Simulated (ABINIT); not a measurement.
# Quasiparticle gap of BeTe (F-43m) in ABINIT, part 3 of 3

How does a plane-wave GW calculation on BeTe (F-43m) run from the first input to the gap?

ABINIT 10.8.3; PBE and many-body steps on it, plane waves. Known limits of the many-body steps: not at the basis limit; exchange with frozen shells missing; screening head approximate; coarse k mesh.

So far. Step 4 (Empty states on the mesh, 4×4×4 mesh, 66 bands): On this mesh the gap is 1.565 eV. Step 5 (Screening, 4×4×4 mesh, 60 bands, screening to 98 eV): Local fields lower ε∞ by 12 %. On a Γ-centred mesh this coarse the value itself is usually too large, while a short band sum pulls it down.

The database entry behind the starting cell differs from later determinations by our own check (an axis about 1.5 % short against later determinations), so it need not match the best structure at ambient conditions.

## (6) Self-energy, 4×4×4 mesh, 60 bands, screening to 98 eV

The self-energy is evaluated for the states that the input lists, and the levels follow from it, in one-shot runs by the linearised quasiparticle equation.

This step: G0W0 on PBE with spin-orbit coupling, plane waves, norm-conserving pseudopotentials.

File run.abi:

```
acell 3*1.0 Angstrom
rprim 
  0.000000000000 2.770000000000 2.770000000000
  2.770000000000 0.000000000000 2.770000000000
  2.770000000000 2.770000000000 -0.000000000000
ntypat 2
znucl 4 52
natom 2
typat 1 2
xred 
  0.000000000000 0.000000000000 0.000000000000
  0.250000000000 0.250000000000 0.250000000000
pp_dirpath "pseudos"
pseudos "Be.upf, Te.upf"
ecut 38
nspinor 2
ngkpt 4 4 4
nshiftk 1
shiftk 0 0 0
kptopt 1
chksymbreak 0
istwfk *1
occopt 1
irdwfk 1
optdriver 4
nband 60
gwcalctyp 0
ecutsigx 38
symsigma 0
nkptgw 2
kptgw 
  0.0000000000 0.0000000000 0.0000000000
  0.5000000000 0.5000000000 0.0000000000
bdgw 
  17 26
  17 24
ecuteps 3.6
irdscr 1
ppmodel 1
indata_prefix "in"
outdata_prefix "out"
tmpdata_prefix "tmp"
```

Started as:

```sh
> OMP_NUM_THREADS=1 mpirun -n 4 abinit run.abi > log
```

Numbers of over 12 decimals in the logs are rounded to 6 here.

Output:

```text
.Version 10.8.3 of ABINIT. v10.8.2 released Aug 2026.

 Symmetries : space group F-4 3 m (#216); Bravais cF (face-center cubic)
[... echo of the input left out ...]
== DATASET  1 ==================================================================
-   mpi_nproc: 4, omp_nthreads: 1 (-1 if OMP is not activated)

--- !DatasetInfo
iteration_state: {dtset: 1, }
dimensions: {natom: 2, nkpt: 8, mband: 60, nsppol: 1, nspinor: 2, nspden: 1, mpw: 3250, }
cutoff_energies: {ecut:  38.0, pawecutdg:  -1.0, }
electrons: {nelect:   2.00000000E+01, charge:   0.00000000E+00, occopt:   1.00000000E+00, tsmear:   1.00000000E-02, }

 SIGMA: Calculation of the GW corrections

 Based on a program developped by R.W. Godby, V. Olevano, G. Onida, and L. Reining.
 Incorporated in ABINIT by V. Olevano, G.-M. Rignanese, and M. Torrent.
.Using double precision arithmetic ; gwpc =  8

[... cell and pseudopotentials left out ...]
--------------------------------------------------------------------------------

 ==== K-mesh for the wavefunctions ====
 Number of points in the irreducible wedge :     8
[... list of points left out ...]
 Together with 24 symmetry operations and time-reversal symmetry
 yields    64 points in the full Brillouin Zone.

 ==== Q-mesh for screening function ====
 Number of points in the irreducible wedge :     8
[... list of points left out ...]
 Together with 24 symmetry operations and time-reversal symmetry
 yields    64 points in the full Brillouin Zone.

 vcoul_init : cutoff-mode = AUXILIARY_FUNCTION
 q-points for optical limit:   1
     1)      0.000010    0.000020    0.000030
 setmesh: FFT mesh size selected  =    45x   45x   45
          total number of points  =        91125

 Number of electrons calculated from density =   20.0000; Expected =   20.0000
 average of density, n =  0.069721
 r_s =    1.5072
 omega_plasma =   25.4705 [eV]

 === KS Band Gaps ===
  >>>> For spin  1
   Minimum direct gap =   3.2650 [eV], located at k-point      :   0.0000  0.0000  0.0000
   Fundamental gap    =   1.5648 [eV], Top of valence bands at :   0.0000  0.0000  0.0000
                                       Bottom of conduction at :   0.5000  0.5000  0.0000
 SIGMA fundamental parameters:
 PLASMON POLE MODEL  1
 number of plane-waves for SigmaX                 3143
 number of plane-waves for SigmaC and W             89
 number of plane-waves for wavefunctions          3143
 number of bands                                    60
 number of independent spin polarizations            1
 number of spinorial components                      2
 number of k-points in IBZ                           8
 number of q-points in IBZ                           8
 number of symmetry operations                      24
 number of k-points in BZ                           64
 number of q-points in BZ                           64
 number of frequencies for dSigma/dE                 9
 frequency step for dSigma/dE [eV]                0.25
 number of omega for Sigma on real axis              0
 max omega for Sigma on real axis  [eV]           0.00
 zcut for avoiding poles [eV]                     0.10

 EPSILON^-1 parameters (SCR file):
 dimension of the eps^-1 matrix on file             89
 dimension of the eps^-1 matrix used                89
 number of plane-waves for wavefunctions          3143
 number of bands                                    60
 number of q-points in IBZ                           8
 number of frequencies                               2
 number of real frequencies                          1
 number of imag frequencies                          1

 matrix elements of self-energy operator (all in [eV])

 Perturbative Calculation

--- !SelfEnergy_ee
iteration_state: {dtset: 1, }
kpoint     : [   0.000,    0.000,    0.000, ]
spin       : 1
KS_gap     :    3.265
QP_gap     :    4.901
Delta_QP_KS:    1.636
data: !SigmaeeData |
     Band     E0 <VxcDFT>   SigX SigC(E0)      Z dSigC/dE  Sig(E)    E-E0       E
       17   4.965 -12.572 -15.212   1.872   0.808  -0.238 -13.193  -0.621   4.344
       18   4.965 -12.572 -15.210   1.875   0.808  -0.238 -13.189  -0.617   4.347
       19   4.965 -12.572 -15.221   1.878   0.808  -0.238 -13.194  -0.623   4.342
       20   4.965 -12.572 -15.218   1.876   0.808  -0.238 -13.194  -0.622   4.343
       21   8.230 -10.444  -5.750  -3.432   0.803  -0.245  -9.431   1.014   9.243
       22   8.230 -10.444  -5.749  -3.432   0.803  -0.245  -9.430   1.014   9.243
       23   8.296 -10.434  -5.786  -3.435   0.803  -0.245  -9.460   0.974   9.270
       24   8.296 -10.434  -5.784  -3.437   0.803  -0.245  -9.460   0.974   9.270
       25   8.296 -10.434  -5.778  -3.441   0.803  -0.245  -9.458   0.976   9.272
       26   8.296 -10.434  -5.794  -3.430   0.803  -0.245  -9.462   0.973   9.268

--- !SelfEnergy_ee
iteration_state: {dtset: 1, }
kpoint     : [   0.500,    0.500,    0.000, ]
spin       : 1
KS_gap     :    4.489
QP_gap     :    5.822
Delta_QP_KS:    1.333
data: !SigmaeeData |
     Band     E0 <VxcDFT>   SigX SigC(E0)      Z dSigC/dE  Sig(E)    E-E0       E
[...]
20   2.040 -11.347 -14.771   2.473   0.790  -0.266 -12.099  -0.752   1.289
       21   6.529  -8.978  -4.985  -3.280   0.816  -0.226  -8.397   0.581   7.111
       22   6.529  -8.978  -4.985  -3.280   0.816  -0.226  -8.397   0.581   7.111
       23   7.287  -9.758  -5.508  -3.289   0.810  -0.234  -8.980   0.779   8.065
       24   7.287  -9.758  -5.507  -3.290   0.810  -0.234  -8.980   0.779   8.065

== END DATASET(S) ==============================================================
================================================================================

 -outvars: echo values of variables after computation  --------
           etotal      0.0000000000E+00
            nband          60
             nkpt           8
          spgroup         216
 [... the other variables as echoed above ...]

 Calculation completed.
```

Wall time 1.9 min (4 MPI ranks of Arm Neoverse N1, shared host); peak memory 1.2 GiB; 7.5 min of CPU time.

Numbers from this step:

```
G0W0 gap on the points computed              : 2.764 eV
starting gap on the mesh                     : 1.565 eV
k of the valence top                         : 0, 0, 0
k of the conduction bottom                   : 0.5, 0.5, 0
Z at the valence top                         : 0.808
Z at the conduction bottom                   : 0.816
least direct G0W0 gap on the computed points : 4.896 eV
```

The gap on the mesh goes from 1.56 eV to 2.76 eV, a correction of +1.20 eV.

Limits: finite bands, cutoff and mesh; exchange with frozen shells missing; screening head approximate; coarse k mesh. v1 is the top filled band, c1 the lowest empty one. The levels before and after the correction (eV, zero at the valence-band top of each column):

|  | conduction bottom | valence top |
| --- | --- | --- |
| Kohn-Sham | 1.56 | 0.00 |
| G0W0 | 2.76 | 0.00 |

|  | level | energy (eV) |
| --- | --- | --- |
| Kohn-Sham | Γ v3 | 0.000 |
| Kohn-Sham | Γ v2-v1 | 0.000 |
| Kohn-Sham | Γ c1-c2 | 3.265 |
| Kohn-Sham | Γ c3 | 3.331 |
| Kohn-Sham | (0.5 0.5 0) v3 | -3.324 |
| Kohn-Sham | (0.5 0.5 0) v2-v1 | -2.924 |
| Kohn-Sham | (0.5 0.5 0) c1-c2 | 1.565 |
| Kohn-Sham | (0.5 0.5 0) c3 | 2.322 |
| G0W0 | Γ v3 | 0.000 |
| G0W0 | Γ v2-v1 | -0.005 |
| G0W0 | Γ c1-c2 | 4.896 |
| G0W0 | Γ c3 | 4.923 |
| G0W0 | (0.5 0.5 0) v3 | -3.463 |
| G0W0 | (0.5 0.5 0) v2-v1 | -3.058 |
| G0W0 | (0.5 0.5 0) c1-c2 | 2.764 |
| G0W0 | (0.5 0.5 0) c3 | 3.718 |

## (7) Where the time went

Times are wall times on 4 MPI ranks of Arm Neoverse N1, shared host, good to a factor of about two.

| step | time | share | memory (GiB) |
| --- | --- | --- | --- |
| ground state | 72 s | 19 % | 0.39 |
| bands along the symmetry lines | 61 s | 16 % | 0.36 |
| empty states on the mesh | 47 s | 12 % | 0.33 |
| screening | 83 s | 22 % | 0.95 |
| self-energy | 1.9 min | 30 % | 1.2 |

## (8) Results

```json
{
 "PBE gap": "1.56 eV, indirect",
 "G0W0 gap on the mesh": "2.76 eV",
 "GW settings": "4×4×4 mesh, 60 bands, screening to 98 eV, Godby-Needs plasmon pole",
 "known limits": "not at the basis limit; exchange with frozen shells missing; screening head approximate; coarse k mesh"
}
```

In words: G0W0 moves the gap on the mesh from 1.56 eV to 2.76 eV (+1.20 eV), with Z of 0.81 and 0.82 at the edges. Local fields lower the RPA ε∞ on this mesh from 8.92 to 7.88; a Γ-centred mesh this coarse tends to raise both, most where the direct gap is narrow, while a short band sum lowers them. Only 2 of the mesh's irreducible points were corrected, so a valley elsewhere could overtake. Bands and cutoff are finite, so the gap is not at the basis limit. The miss can reach some tenths of an eV and take either sign; the mesh is an error of its own. In the G0W0 run levels were corrected at 2 k points alone, so a gap called «on the mesh» is the least over those, and an edge elsewhere would be missed. The 4×4×4 mesh is coarse for this cell, which bears on the long-range parts of exchange and screening. The norm-conserving file of at least one element keeps a d shell over frozen s and p shells of the same row. Exchange with those shells is missing from the self-energy, an error of 0.3 to 0.9 eV in cases checked, whose sign depends on which edge lies on those atoms. The long-wavelength limit of the screening leaves out the non-local commutator, which shifts ε∞.

[Paths, hosts, dates, memory and timing lines, banners, echoed tables and standing remarks are left out of the program output.]

[Logs are printed without paths, hosts, clocks, repeated set-up lines and the standing remarks that a program may print on its own settings, such as how far it seeks lower states.]

[Runs of the session that timed out or met a known fault of the program may be left out.]

[Hosts, paths, dates, database ids (printed as entryN), source tags and the programs' standing remarks are cut or masked in the printed files.]

[G0W0 gaps are taken among the corrected bands and points alone; a level outside them can change the order at an edge.]

[Where Ansatz stands beside ABINIT at settings called matched, ABINIT's density can come from a denser mesh and the files from another edition; pairs whose starting gaps differed by over 0.03 eV were left out, so agreement reads better than it is.]
